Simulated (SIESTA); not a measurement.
The system is NbAs.

```
CELL_PARAMETERS angstrom
-1.72585 1.72585 5.84000
1.72585 -1.72585 5.84000
1.72585 1.72585 -5.84000
ATOMIC_POSITIONS crystal
Nb 0.50000 0.00000 0.50000
Nb 0.75000 0.75000 0.00000
As 0.91600 0.41600 0.50000
As 0.16600 0.16600 0.00000
```

| Property | Result |
| --- | --- |
| Program | SIESTA 5.4.2 |
| Task | single point |
| Functional | PBE |
| Potentials or basis | PseudoDojo 0.4 standard (PBE files) |
| Basis | DZP (energy shift 0.003 Ry; two zetas on semicore shells) |
| Grid cutoff | 800 Ry |
| Energy shift | 0.003 Ry |
| k mesh | 11 × 11 × 11 |
| Occupations | fermi-dirac, width 0.05 eV |
| Spin | no spin polarisation |

On this cell: pressure 6.1 GPa; largest force 0.346 eV/Å; band gap on the k mesh none (metal or under the smearing width).

The same run follows on a disturbed copy (atoms moved at random, drawn with an rms of 0.05 Å):

```
Nb As
1.0
    -1.72585    1.72585    5.84000
     1.72585   -1.72585    5.84000
     1.72585    1.72585   -5.84000
Nb As
2 2
Direct
  0.50646 0.99884 0.51287
  0.75111 0.75966 0.00702
  0.89341 0.42102 0.49657
  0.15960 0.17012 0.00200
```

Question: What changes?

Answer: The energy (extrapolated to zero smearing) moves by +35.5 meV/atom; pressure 7.0 GPa; largest force 1.701 eV/Å; band gap on the k mesh none (metal or under the smearing width).

Forces in eV/Å, atoms in the order of the input:
```
Nb   0.318 -1.054 -0.119
Nb   0.022 -0.008 -1.675
As  -0.402  0.719  1.488
As   0.063  0.344  0.306
```

Stress tensor (GPa, compression positive):
```
 8.09 -0.25  0.20
-0.25  4.47 -0.79
 0.20 -0.79  8.49
```

Caveats: the basis of atomic orbitals isn't converged, which shifts pressures, moduli and gaps.
